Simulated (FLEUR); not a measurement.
# FeO (Pm-3m) in FLEUR: notebook

One crystal, FeO, is run at these levels: LDA+U; tasks: single point.

Everything below comes from runs of FLEUR MaX-R8.1 (later development tree). Logs are shortened: lines on timing, memory, paths and dates and some standing lists are left out, and cuts for length are marked.

## 1. The crystal as given

It takes space group Pm-3m (No. 221, cubic). The conventional cell has a = 2.612 Å, b = 2.612 Å, c = 2.612 Å, α = 90.00°, β = 90.00°, γ = 90.00°. Around Fe (site symmetry m-3m) lie 8 O at 2.26 Å. Around O (site symmetry m-3m) lie 8 Fe at 2.26 Å.

The cell comes from a database or a generator and needn't be the stable form of this composition.

## 2. Single point, LDA+U, collinear spin, ferromagnetic start

inp.xml

```xml
<?xml version="1.0" encoding="UTF-8" standalone="no"?>
<fleurInput fleurInputVersion="0.39">
   <comment>
      FeO                                                                                                 
   </comment>
   <calculationSetup>
      <cutoffs Kmax="4.38" Gmax="13.6" GmaxXC="13.6" numbands="0"/>
      <scfLoop itmax="100" minDistance="0.001" maxIterBroyd="50" imix="Anderson" alpha="0.05" precondParam="0.0" spinf="2.0" sdNocoIR="T"/>
      <coreElectrons ctail="T" frcor="F" kcrel="0" coretail_lmax="0"/>
      <xcFunctional name="vwn" relativisticCorrections="F"/>
      <magnetism jspins="2"/>
      <soc l_soc="F" theta="0.0" phi="0.0" spav="F"/>
      <expertModes spex="0" secvar="F"/>
      <geometryOptimization l_f="F" forcealpha="1.0" forcemix="BFGS" epsdisp="0.00001" epsforce="0.00001"/>
      <ldaU l_linMix="F" mixParam="0.05" spinf="1.0"/>
   </calculationSetup>
   <cell>
      <bzIntegration valenceElectrons="22.0" mode="gauss" fermiSmearingEnergy="0.00183747">
         <kPointListSelection listName="default-1"/>
         <!-- k-points included here -->
         <xi:include xmlns:xi="http://www.w3.org/2001/XInclude" href="kpts.xml"> </xi:include>
      </bzIntegration>
      <!-- symmetry operations included here -->
      <xi:include xmlns:xi="http://www.w3.org/2001/XInclude" href="sym.xml"> </xi:include>
      <bulkLattice scale="1.0">
         <bravaisMatrix>
            <row-1>    4.9368521095350957     0.0000000000000000     0.0000000000000000</row-1>
            <row-2>    0.0000000000000000     4.9368521095350957     0.0000000000000000</row-2>
            <row-3>    0.0000000000000000     0.0000000000000000     4.9368521095350957</row-3>
         </bravaisMatrix>
      </bulkLattice>
   </cell>
   <atomSpecies>
      <species name="Iron (Fe) 4.000" element="Fe" atomicNumber="26">
         <mtSphere radius="2.24" gridPoints="741" logIncrement="0.016"/>
         <atomicCutoffs lmax="9" lnonsphr="9"/>
         <electronConfig flipSpins="F">
            <coreConfig>(1s1/2) (2s1/2) (2p1/2) (2p3/2)</coreConfig>
            <valenceConfig>(3s1/2) (3p1/2) (3p3/2) (4s1/2) (3d3/2) (3d5/2)</valenceConfig>
            <stateOccupation state="(3d3/2)" spinUp="2.0" spinDown="0.4"/>
            <stateOccupation state="(3d5/2)" spinUp="3.0" spinDown="0.6"/>
         </electronConfig>
         <energyParameters s="4" p="4" d="3" f="4"/>
         <ldaU l="2" U="4" J="0.0" l_amf="F"/>
         <lo type="SCLO" l="0" n="3" eDeriv="0"/>
         <lo type="SCLO" l="1" n="3" eDeriv="0"/>
         <lo type="SCLO" l="1" n="3" eDeriv="1"/>
         <lo type="SCLO" l="3" n="4" eDeriv="2"/>
      </species>
      <species name="Oxygen (O)" element="O" atomicNumber="8">
         <mtSphere radius="1.72" gridPoints="569" logIncrement="0.019"/>
         <atomicCutoffs lmax="8" lnonsphr="8"/>
         <electronConfig flipSpins="F">
            <coreConfig>(1s1/2)</coreConfig>
            <valenceConfig>(2s1/2) (2p1/2) (2p3/2)</valenceConfig>
            <stateOccupation state="(2p1/2)" spinUp="0.666667" spinDown="0.666667"/>
            <stateOccupation state="(2p3/2)" spinUp="1.333333" spinDown="1.333333"/>
         </electronConfig>
         <energyParameters s="2" p="2" d="3" f="4"/>
         <lo type="SCLO" l="0" n="2" eDeriv="2"/>
         <lo type="SCLO" l="1" n="2" eDeriv="2"/>
         <lo type="SCLO" l="2" n="3" eDeriv="2"/>
      </species>
   </atomSpecies>
   <atomGroups>
      <atomGroup species="Iron (Fe) 4.000">
         <relPos label="                   1">.0000000000 .0000000000 .0000000000</relPos>
         <force calculate="T" relaxXYZ="TTT"/>
      </atomGroup>
      <atomGroup species="Oxygen (O)">
         <relPos label="                   2">1.000/2.000 1.000/2.000 1.000/2.000</relPos>
         <force calculate="T" relaxXYZ="TTT"/>
      </atomGroup>
   </atomGroups>
   <output dos="F" band="F" slice="F">
      <checks vchk="F" cdinf="F"/>
      <bandDOS minEnergy="-.5*Htr" maxEnergy="0.5*Htr" sigma="0.015" storeEVData="T"/>
      <vacuumDOS vacdos="F" integ="F" star="F" nstars="0" locx1="0.0" locy1="0.0" locx2="0.0" locy2="0.0" nstm="0" tworkf="0.0"/>
      <unfoldingBand unfoldBand="F" supercellX="1" supercellY="1" supercellZ="1"/>
      <plotting iplot="0" polar="F">
         <plot TwoD="T" vec1="  1.0  0.0  0.0" vec2="  0.0  1.0  0.0" vec3="  0.0  0.0  1.0" zero="  0.0  0.0  0.0" file="plot"/>
      </plotting>
      <chargeDensitySlicing numkpt="0" minEigenval="0.0" maxEigenval="0.0" nnne="0" pallst="F"/>
      <specialOutput eonly="F"/>
      <moessbauerParams electricFieldGradient="T" isomerShift="T" coreHyperfine="T" valenceHyperfine="T"/>
      <magneticCircularDichroism mcd="F" energyLo="-10.0" energyUp="0.0"/>
   </output>
  <!-- We include the file relax.xml here to enable relaxations (see documentation) -->
  <xi:include xmlns:xi="http://www.w3.org/2001/XInclude" href="relax.xml"> <xi:fallback/> </xi:include>
</fleurInput>
```

crystal.txt

```
FeO
&input cartesian=F /
2.6124696300  0.0000000000  0.0000000000
0.0000000000  2.6124696300  0.0000000000
0.0000000000  0.0000000000  2.6124696300
1.8897261246
1.0 1.0 1.0

2
26 0.0000000000  0.0000000000  0.0000000000 : 4.000
8 0.5000000000  0.5000000000  0.5000000000

&kpt div1=7 div2=7 div3=7 gamma=T /
```

Potentials or basis: all-electron, FLAPW.

Run with:

```bash
> inpgen -f crystal.txt -profile fastHighL -nosym
> # inp.xml edited to the form shown
> fleur_MPI
```

The log of the run:

```text
Welcome to FLEUR        (www.flapw.de)
      MaX-Release 8.1          (www.max-centre.eu)

 ========== k-point set info ==========
 Selected k-point list: default-1
 k-point list type: mesh
 7 x 7 x 7
 Number of k points: 343

 ------------Calculation Setup---------------------------
 Number of MPI-tasks      :            1
 Number of PE/node        :            1
 Number of OMP-threads    :            1
 Most efficient MPI parallelization for:
           1           7          49         343
 Additional eigenvalue parallelization possible
 Number of basis functions:          231
 Approximate size of matrices (H+S) per k-point:         0.002 GB
 --------------------------------------------------------
 Complex matrix made real
 Iteration:     1   Distance:      26.72434287 me/bohr^3
 Iteration:     2   Distance:      23.09314056 me/bohr^3
 Iteration:     3   Distance:      11.66022738 me/bohr^3
 Iteration:     4   Distance:      15.42506007 me/bohr^3
 Iteration:     5   Distance:       7.70067037 me/bohr^3
 Iteration:     6   Distance:       8.41735831 me/bohr^3
 Iteration:     7   Distance:       8.23170446 me/bohr^3
 Iteration:     8   Distance:       8.27627265 me/bohr^3
 Iteration:     9   Distance:       2.93310707 me/bohr^3
 Iteration:    10   Distance:       1.79722584 me/bohr^3
[... 6 lines left out ...]
 Iteration:    17   Distance:       0.51523137 me/bohr^3
 Iteration:    18   Distance:       0.24509579 me/bohr^3
 Iteration:    19   Distance:       0.05456747 me/bohr^3
 Iteration:    20   Distance:       0.06859959 me/bohr^3
 Iteration:    21   Distance:       0.05336075 me/bohr^3
 Iteration:    22   Distance:       0.00941382 me/bohr^3
 Iteration:    23   Distance:       0.00845741 me/bohr^3
 Iteration:    24   Distance:       0.00323703 me/bohr^3
 Iteration:    25   Distance:       0.00191574 me/bohr^3
 Iteration:    26   Distance:       0.00066448 me/bohr^3

 ********************************************************************
 Run finished successfully
 Stop message:
   all done
 ********************************************************************
```

Wall time 8.3 min (1 thread of Arm Neoverse V2, shared host); peak memory 0.41 GiB.

What came out:

* Free energy: -36607.3888 eV
* Net moment: 4.00 μB per cell
* Site moments: Fe +3.65; O +0.30 μB
* Valence electrons inside the program's atomic spheres: Fe 14.47; O 5.47 (radii Fe 2.24, O 1.72 bohr)

Levels at points of the mesh, in eV from the Fermi level:
Spin up:
| k point | band 10 | band 11 | band 12 | band 13 | band 14 | band 15 | band 16 | band 17 |
| --- | --- | --- | --- | --- | --- | --- | --- | --- |
| (0.00, 0.00, 0.00) | -4.69 | -2.99 | -2.99 | -2.99 | 0.50 | 15.04 | 15.07 | 19.55 |
Spin down:
```
           k point  band 6  band 7  band 8  band 9  band 10  band 11  band 12  band 13
(0.00, 0.00, 0.00)   -2.41   -2.41   -2.41   -2.34    -2.19     1.45     2.57     2.57
```

Eigenvalues of the final occupation matrices:
| site | spin | trace | eigenvalues |
| --- | --- | --- | --- |
| atom type 1 | 1 | 4.78 | 0.94 0.94 0.97 0.97 0.97 |
| atom type 1 | 2 | 1.15 | 0.09 0.09 0.09 0.42 0.47 |

Core levels (eV from the Fermi level):
```tsv
atom	levels
1 Fe	1s1/2 -6975.5, 2s1/2 -812.1, 2p1/2 -700.3, 2p3/2 -687.9
2 O	1s1/2 -502.4
```

Caveat: with Gaussian smearing the program prints no entropy term, so the energy of a metal isn't a free energy; the magnetic or orbital state may not be the lowest; a cell with one magnetic atom can't hold antiferromagnetic order, which such compounds often take. The state reached can hang on the start; a lower one may exist.

## 3. Single point, LDA+U, collinear spin, ferromagnetic start

inp.xml is that of step 2.

crystal.txt is that of step 2.

Potentials or basis: all-electron, FLAPW.

Run with:

```bash
> inpgen -f crystal.txt -profile fastHighL -nosym
> # inp.xml edited to the form shown
> fleur_MPI
```

Wall time 15 min (1 thread of Arm Neoverse V2, shared host); peak memory 0.65 GiB.

Results (log left out):

| Item | Value |
| --- | --- |
| Free energy | -36607.3901 eV |
| Net moment | 4.00 μB per cell |
| Site moments | Fe +3.65; O +0.30 μB |
| Valence electrons inside the program's atomic spheres | Fe 14.47; O 5.47 (radii Fe 2.24, O 1.72 bohr) |

Levels at points of the mesh, in eV from the Fermi level:
Spin up:
| k point | band 9 | band 10 | band 11 | band 12 | band 13 | band 14 | band 15 | band 16 | band 17 | band 18 |
| --- | --- | --- | --- | --- | --- | --- | --- | --- | --- | --- |
| (0.00, 0.00, 0.00) | -4.65 | -4.65 | -2.96 | -2.95 | -2.95 | 0.53 | 15.05 | 15.13 | 19.58 | 19.58 |
Spin down:
| k point | band 5 | band 6 | band 7 | band 8 | band 9 | band 10 | band 11 | band 12 | band 13 | band 14 |
| --- | --- | --- | --- | --- | --- | --- | --- | --- | --- | --- |
| (0.00, 0.00, 0.00) | -19.82 | -2.45 | -2.38 | -2.37 | -2.37 | -2.02 | 1.48 | 2.53 | 2.66 | 2.66 |

Eigenvalues of the final occupation matrices:
```
       site  spin  trace               eigenvalues
atom type 1     1   4.78  0.93 0.94 0.97 0.97 0.97
atom type 1     2   1.15  0.09 0.09 0.09 0.37 0.52
```

Core levels (eV from the Fermi level):
| atom | levels |
| --- | --- |
| 1 Fe | 1s1/2 -6975.4, 2s1/2 -812.0, 2p1/2 -700.2, 2p3/2 -687.8 |
| 2 O | 1s1/2 -502.4 |

Caveat: with Gaussian smearing the program prints no entropy term, so the energy of a metal isn't a free energy; the magnetic or orbital state may not be the lowest; a cell with one magnetic atom can't hold antiferromagnetic order, which such compounds often take.
